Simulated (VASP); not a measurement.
# Sr (Im-3m) in VASP: notebook

Runs on Sr. Level: PBE. Tasks: single point.

Program: VASP 6.6.1. These are calculated values, not measurements. Logs are shortened: lines on timing, memory, paths and dates and some standing lists are left out, and cuts for length are marked.

## Step 1: The crystal as given

It takes space group Im-3m (No. 229, cubic). The conventional cell has a = 4.850 Å, b = 4.850 Å, c = 4.850 Å, α = 90.00°, β = 90.00°, γ = 90.00°. Sr (site symmetry m-3m) has 8 Sr at 4.20 Å as nearest neighbours.

This isn't the form of Sr at room conditions, which is fcc.

## Step 2: Single point, PBE

The input, INCAR:

```
SYSTEM = Sr
PREC     = Accurate       ! precision mode
ENCUT    = 520            ! plane-wave cutoff, eV
EDIFF    = 1E-6           ! SCF threshold, eV
ISMEAR   = 0              ! smearing method
SIGMA    = 0.15           ! smearing width, eV
LREAL    = .False.        ! projectors in reciprocal space
LASPH    = .True.         ! aspherical terms in the spheres
NELM     = 100            ! most SCF steps
ALGO     = Normal         ! electronic algorithm
ISIF     = 2              ! what is computed and relaxed
LWAVE    = .False.        ! write WAVECAR
LCHARG   = .False.        ! write CHGCAR
GGA      = PE             ! functional
NBANDS   = 11             ! bands
```

The input, KPOINTS:

```
regular mesh
0
Gamma
  16 16 16
  0 0 0
```

The input, POSCAR:

```
Sr
1.0
   -2.4250000000      2.4250000000      2.4250000000
    2.4250000000     -2.4250000000      2.4250000000
    2.4250000000      2.4250000000     -2.4250000000
Sr
1
Direct
    0.0000000000      0.0000000000      0.0000000000
```

Potentials or basis: VASP PAW PBE potentials, release 64 (Sr_sv).

The run is started by

```
> cat potpaw_PBE.64/Sr_sv/POTCAR > POTCAR
> mpirun -np 1 vasp_std > vasp.out
```

OUTCAR:

```text
SYSTEM = Sr
   PREC = Accurate
   ENCUT = 520
   EDIFF = 1E-6
   ISMEAR = 0
   LREAL = .False.
   LASPH = .True.
   NELM = 100
   ISIF = 2
   GGA = PE

 ion  position               nearest neighbor table
   1  0.000  0.000  0.000-

  LATTYP: Found a body centered cubic cell.
 ALAT       =     4.8500000000

  Lattice vectors:

 A1 = (  -2.4250000000,   2.4250000000,   2.4250000000)
 A2 = (   2.4250000000,  -2.4250000000,   2.4250000000)
 A3 = (   2.4250000000,   2.4250000000,  -2.4250000000)

Analysis of symmetry for initial positions (statically):
=====================================================================
 Subroutine PRICEL returns:
 Original cell was already a primitive cell.

 Routine SETGRP: Setting up the symmetry group for a
 body centered cubic supercell.

 Subroutine GETGRP returns: Found 48 space group operations
 (whereof 48 operations were pure point group operations)
 out of a pool of 48 trial point group operations.

The static configuration has the point symmetry O_h .

Analysis of symmetry for dynamics (positions and initial velocities):
=====================================================================
 Subroutine PRICEL returns:
 Original cell was already a primitive cell.

 Routine SETGRP: Setting up the symmetry group for a
 body centered cubic supercell.

 Subroutine GETGRP returns: Found 48 space group operations
 (whereof 48 operations were pure point group operations)
 out of a pool of 48 trial point group operations.

The dynamic configuration has the point symmetry O_h .

 Subroutine INISYM returns: Found 48 space group operations
 (whereof 48 operations are pure point group operations),
 and found     1 'primitive' translations

----------------------------------------------------------------------------------------

                                     Primitive cell

  volume of cell :      57.0421

  direct lattice vectors                    reciprocal lattice vectors
    -2.425000000  2.425000000  2.425000000     0.000000000  0.206185567  0.206185567
     2.425000000 -2.425000000  2.425000000     0.206185567  0.000000000  0.206185567
     2.425000000  2.425000000 -2.425000000     0.206185567  0.206185567  0.000000000

  length of vectors
     4.200223208  4.200223208  4.200223208     0.291590425  0.291590425  0.291590425

  position of ions in fractional coordinates (direct lattice)
     0.000000000  0.000000000  0.000000000

  ion indices of the primitive-cell ions
   primitive index   ion index
                 1           1

----------------------------------------------------------------------------------------

 KPOINTS: regular mesh

Automatic generation of k-mesh.
 Grid dimensions read from file:
 generate k-points for:   16   16   16

 Generating k-lattice:

  Cartesian coordinates                     Fractional coordinates (reciprocal lattice)
     0.000000000  0.012886598  0.012886598     0.062500000  0.000000000  0.000000000
     0.012886598  0.000000000  0.012886598     0.000000000  0.062500000  0.000000000
     0.012886598  0.012886598  0.000000000     0.000000000  0.000000000  0.062500000

  Length of vectors
     0.018224402  0.018224402  0.018224402

  Shift w.r.t. Gamma in fractional coordinates (k-lattice)
     0.000000000  0.000000000  0.000000000

 Subroutine IBZKPT returns following result:
 ===========================================

 Found    145 irreducible k-points:

 Following reciprocal coordinates:
            Coordinates               Weight
  0.000000  0.000000  0.000000      1.000000
  0.062500  0.000000  0.000000     12.000000
  0.125000  0.000000  0.000000     12.000000
  0.187500  0.000000  0.000000     12.000000
  0.250000  0.000000  0.000000     12.000000
  0.312500  0.000000  0.000000     12.000000
[... 16 lines left out ...]
  0.187500  0.187500  0.000000     24.000000
  0.250000  0.187500  0.000000     48.000000
 [... further k-points ...]
   k-points           NKPTS =    145   k-points in BZ     NKDIM =    145   number of bands    NBANDS=     11
   number of dos      NEDOS =    301   number of ions     NIONS =      1
   total plane-waves  NPLWV =  32768
   dimension x,y,z NGX =    32 NGY =   32 NGZ =   32
   dimension x,y,z NGXF=    64 NGYF=   64 NGZF=   64
   ions per type =               1
   NGX,Y,Z   is equivalent  to a cutoff of  12.67, 12.67, 12.67 a.u.
   NGXF,Y,Z  is equivalent  to a cutoff of  25.33, 25.33, 25.33 a.u.
 SYSTEM =  Sr
   PREC   = accura    normal or accurate (medium, high low for compatibility)
   ISTART =      0    job   : 0-new  1-cont  2-samecut
   ICHARG =      2    charge: 1-file 2-atom 10-const
   ISPIN  =      1    spin polarized calculation?
   LNONCOLLINEAR =      F non collinear calculations
   LSORBIT =      F    spin-orbit coupling
   LASPH  =      T    aspherical Exc in radial PAW
   ENCUT  =  520.0 eV  38.22 Ry    6.18 a.u.   7.81  7.81  7.81*2*pi/ulx,y,z
   NELM   =    100;   NELMIN=  2; NELMDL= -5     # of ELM steps
   EDIFF  = 0.1E-05   stopping-criterion for ELM
   LREAL  =      F    real-space projection
   EDIFFG = 0.1E-04   stopping-criterion for IOM
   NSW    =      0    number of steps for IOM
   IBRION =     -1    ionic relax: 0-MD 1-quasi-New 2-CG
   NFREE  =      0    steps in history (QN), initial steepest desc. (CG)
   ISIF   =      2    stress and relaxation
   ISYM   =      2    0-nonsym 1-usesym 2-fastsym
   POTIM  = 0.5000    time-step for ionic-motion
   TEBEG  =    0.0;   TEEND  =   0.0 temperature during run
   PSTRESS=    0.0 pullay stress
   NELECT =      10.0000    total number of electrons
   NUPDOWN=      -1.0000    fix difference up-down
   EMIN   =  10.00;   EMAX   =-10.00  energy-range for DOS
   EFERMI =   0.00;   METHOD = LEGACY
   ISMEAR =     0;   SIGMA  =   0.15  broadening in eV -4-tet -1-fermi 0-gaus
   EFERMI_NEDOS =   21; number of points for ismear=-14 and -15
   IALGO  =     38    algorithm
   IMIX   =      4    mixing-type and parameters
     AMIX     =   0.40;   BMIX     =  1.00
     AMIX_MAG =   1.60;   BMIX_MAG =  1.00
  volume/ion in A,a.u.               =      57.04       384.94
  Fermi-wavevector in a.u.,A,eV,Ry     =   0.916241  1.731445 11.422060  0.839498
  Thomas-Fermi vector in A             =   2.041074
   LORBIT       =      0    0 simple, 1 ext, 2 COOP (PROOUT), +10 PAW based schemes
   GGA     = PE    functional components
   LHFCALC =     F    Hartree Fock is set to
   AEXX    =    0.0000 exact exchange contribution
   IVDW    =     0    specifies the selected vdW correction
   LEPSILON=     F    determine dielectric tensor
   LRPA    =     F    only Hartree local field effects (RPA)
 non-spin polarized calculation
 Gauss-broadening in eV      SIGMA  =   0.15
  energy-cutoff  :      520.00
  volume of cell :       57.04
 maximum number of plane-waves:      1566
   NGX = 15   NGY = 15   NGZ = 15

 number of electron      10.0000000 magnetization

 Free energy of the ion-electron system (eV)
  ---------------------------------------------------
  ext. energy  EPLUGINS =         0.00000000
  ---------------------------------------------------
  free energy    TOTEN  =        -1.63283084 eV

  energy without entropy =       -1.61750370  energy(sigma->0) =       -1.62516727

 E-fermi :   1.4772     XC(G=0):  -7.2388

 val. band max:        1.4717725210   @ k =   0.5000   0.5000   0.3125
 cond. band min:       1.4777252792   @ k =  -0.3750  -0.3750   0.0625
 fundamental gap:      0.0059527582
 Fermi energy:         1.4772105721

 k-point     1 :       0.0000    0.0000    0.0000
  band No.  band energies     occupation
      1     -35.2271      2.00000
      2     -17.1188      2.00000
      3     -17.1188      2.00000
      4     -17.1188      2.00000
      5      -2.1218      2.00000
      6       3.7929      0.00000
      7       3.7929      0.00000
      8       3.7929      0.00000
      9       5.0712      0.00000
     10       5.0712      0.00000
     11       9.4016      0.00000

 k-point     2 :       0.0625    0.0000    0.0000
  band No.  band energies     occupation
      1     -35.2266      2.00000
      2     -17.1256      2.00000
      3     -17.1211      2.00000
      4     -17.1188      2.00000
      5      -2.0574      2.00000
      6       3.7345      0.00000
      7       3.7552      0.00000
      8       3.8546      0.00000
      9       4.9792      0.00000
     10       5.0675      0.00000
     11       9.4711      0.00000

 k-point     3 :       0.1250    0.0000    0.0000
  band No.  band energies     occupation
      1     -35.2252      2.00000
      2     -17.1449      2.00000
      3     -17.1275      2.00000
      4     -17.1188      2.00000
      5      -1.8672      2.00000
      6       3.5790      0.00000
      7       3.6017      0.00000
      8       4.0384      0.00000
      9       4.8238      0.00000
     10       5.0640      0.00000
     11       9.6094      0.00000

 k-point     4 :       0.1875    0.0000    0.0000
  band No.  band energies     occupation
      1     -35.2232      2.00000
      2     -17.1735      2.00000
      3     -17.1370      2.00000
      4     -17.1188      2.00000
      5      -1.5611      2.00000
      6       3.2916      0.00000
      7       3.3703      0.00000
      8       4.3399      0.00000
      9       4.7749      0.00000
     10       5.0783      0.00000
     11       9.5592      0.00000
[... 239 lines left out ...]
 k-point    22 :       0.4375    0.1250    0.0000
  band No.  band energies     occupation
      1     -35.2139      2.00000
      2     -17.2835      2.00000
      3     -17.1850      2.00000
      4     -17.1280      2.00000
      5       0.6825      2.00000
      6       1.6223      0.17144
      7       2.5840      0.00000
      8       4.7552      0.00000
      9       5.5291      0.00000
     10       6.6893      0.00000
     11       6.7944      0.00000

 k-point    23 :       0.1875    0.1875    0.0000
  band No.  band energies     occupation
      1     -35.2177      2.00000
      2     -17.2367      2.00000
      3     -17.1605      2.00000
      4     -17.1310      2.00000
      5      -0.5561      2.00000
      6       2.5209      0.00000
      7       2.8349      0.00000
      8       4.6826      0.00000
      9       5.2982      0.00000
     10       5.4473      0.00000
     11       7.9748      0.00000

 k-point    24 :       0.2500    0.1875    0.0000
  band No.  band energies     occupation
      1     -35.2158      2.00000
      2     -17.2544      2.00000
      3     -17.1751      2.00000
      4     -17.1332      2.00000
      5      -0.0684      2.00000
      6       2.2266      0.00000
      7       2.6555      0.00000
      8       4.7750      0.00000
      9       5.3818      0.00000
     10       5.8033      0.00000
     11       7.3728      0.00000

 [... further k-points ...]

------------------------ aborting loop because EDIFF is reached ----------------------------------------

  FORCE on cell =-STRESS in cart. coord.  units (eV):
  Direction    XX          YY          ZZ          XY          YZ          ZX
  --------------------------------------------------------------------------------------
  -------------------------------------------------------------------------------------
  Total       -0.2021769     -0.2021769     -0.2021769     -0.0000000      0.0000000     -0.0000000
  in kB       -5.6786739     -5.6786739     -5.6786739     -0.0000000      0.0000000     -0.0000000
  external PRESSURE =      -5.6786739 kB  Pullay stress =       0.0000000 kB

 VOLUME and BASIS-vectors are now :
 -----------------------------------------------------------------------------
  energy-cutoff  :      520.00
  volume of cell :       57.04
      direct lattice vectors                 reciprocal lattice vectors
    -2.425000000  2.425000000  2.425000000     0.000000000  0.206185567  0.206185567
     2.425000000 -2.425000000  2.425000000     0.206185567  0.000000000  0.206185567
     2.425000000  2.425000000 -2.425000000     0.206185567  0.206185567  0.000000000

 POSITION                                       TOTAL-FORCE (eV/Angst)
 -----------------------------------------------------------------------------------
      0.00000      0.00000      0.00000         0.000000      0.000000      0.000000
 -----------------------------------------------------------------------------------
    total drift:                                0.000000      0.000000      0.000000

  FREE ENERGIE OF THE ION-ELECTRON SYSTEM (eV)
  ---------------------------------------------------
  free  energy   TOTEN  =        -1.6328308375 eV

  energy  without entropy=       -1.6175036991  energy(sigma->0) =       -1.62516727
```

It took 20 s on 1 thread of Intel Xeon 6975P-C (Granite Rapids), shared host; peak memory 0.23 GiB.

What came out:

```
Free energy            : -1.6328 eV
Pressure               : -0.6 GPa
Band gap on the k mesh : none (metal or under the smearing width)
```

## Step 3: Single point, PBE

The input, INCAR:

```
ALGO = Normal
EDIFF = 1E-6
ENCUT = 520
GGA = PE
ISIF = 2
ISMEAR = 0
LASPH = T
LCHARG = F
LREAL = F
LWAVE = F
NBANDS = 11
NELM = 100
PREC = Accurate
SIGMA = 0.15
```

The input, KPOINTS:

```
k-points
0
Gamma
  14 14 14
```

POSCAR is that of step 2.

Potentials or basis: VASP PAW PBE potentials, release 64 (Sr_sv).

The run is started by

```
> cat potpaw_PBE.64/Sr_sv/POTCAR > POTCAR
> mpirun -np 1 vasp_std > vasp.out
```

OUTCAR:

```text
EDIFF = 1E-6
   ENCUT = 520
   GGA = PE
   ISIF = 2
   ISMEAR = 0
   LASPH = T
   LREAL = F
   NELM = 100
   PREC = Accurate

 ion  position               nearest neighbor table
   1  0.000  0.000  0.000-

  LATTYP: Found a body centered cubic cell.
 ALAT       =     4.8500000000

  Lattice vectors:

 A1 = (  -2.4250000000,   2.4250000000,   2.4250000000)
 A2 = (   2.4250000000,  -2.4250000000,   2.4250000000)
 A3 = (   2.4250000000,   2.4250000000,  -2.4250000000)

Analysis of symmetry for initial positions (statically):
[... 514 lines left out ...]

 [... further k-points ...]

------------------------ aborting loop because EDIFF is reached ----------------------------------------

  FORCE on cell =-STRESS in cart. coord.  units (eV):
  Direction    XX          YY          ZZ          XY          YZ          ZX
  --------------------------------------------------------------------------------------
  -------------------------------------------------------------------------------------
  Total       -0.1991464     -0.1991464     -0.1991464     -0.0000000      0.0000000      0.0000000
  in kB       -5.5935524     -5.5935524     -5.5935524     -0.0000000      0.0000000      0.0000000
  external PRESSURE =      -5.5935524 kB  Pullay stress =       0.0000000 kB

 VOLUME and BASIS-vectors are now :
 -----------------------------------------------------------------------------
  energy-cutoff  :      520.00
  volume of cell :       57.04
      direct lattice vectors                 reciprocal lattice vectors
    -2.425000000  2.425000000  2.425000000     0.000000000  0.206185567  0.206185567
     2.425000000 -2.425000000  2.425000000     0.206185567  0.000000000  0.206185567
     2.425000000  2.425000000 -2.425000000     0.206185567  0.206185567  0.000000000

 POSITION                                       TOTAL-FORCE (eV/Angst)
 -----------------------------------------------------------------------------------
      0.00000      0.00000      0.00000         0.000000      0.000000      0.000000
 -----------------------------------------------------------------------------------
    total drift:                               -0.000000      0.000000      0.000000

  FREE ENERGIE OF THE ION-ELECTRON SYSTEM (eV)
  ---------------------------------------------------
  free  energy   TOTEN  =        -1.6327469053 eV

  energy  without entropy=       -1.6177363996  energy(sigma->0) =       -1.62524165
```

stdout:

```text
POSCAR found type information on POSCAR Sr
 POSCAR found :  1 types and       1 ions
 scaLAPACK will be used
 LDA part: xc-table for (Slater+PW92), standard interpolation
 POSCAR, INCAR and KPOINTS ok, starting setup
 FFT: planning ... GRIDC
 FFT: planning ... GRID_SOFT
 FFT: planning ... GRID
 WAVECAR not read
 entering main loop
```

Run time: 15 s. Hardware: 1 thread of Intel Xeon 6975P-C (Granite Rapids), shared host; peak memory 0.21 GiB.

Results:

```yaml
Free_energy: -1.6327 eV
Pressure: -0.6 GPa
Band_gap_on_the_k_mesh: none (metal or under the smearing width)
```

Levels at points of the mesh, in eV from the Fermi level:
| k point | band 2 | band 3 | band 4 | band 5 | band 6 | band 7 | band 8 | band 9 |
| --- | --- | --- | --- | --- | --- | --- | --- | --- |
| (0.00, 0.00, 0.00) | -18.59 | -18.59 | -18.59 | -3.59 | 2.32 | 2.32 | 2.32 | 3.60 |
| (0.50, 0.00, 0.00) | -18.76 | -18.65 | -18.59 | -0.99 | 0.17 | 1.21 | 3.40 | 4.06 |
| (0.50, 0.50, 0.50) | -18.72 | -18.72 | -18.72 | -0.10 | -0.10 | 3.47 | 3.47 | 3.47 |
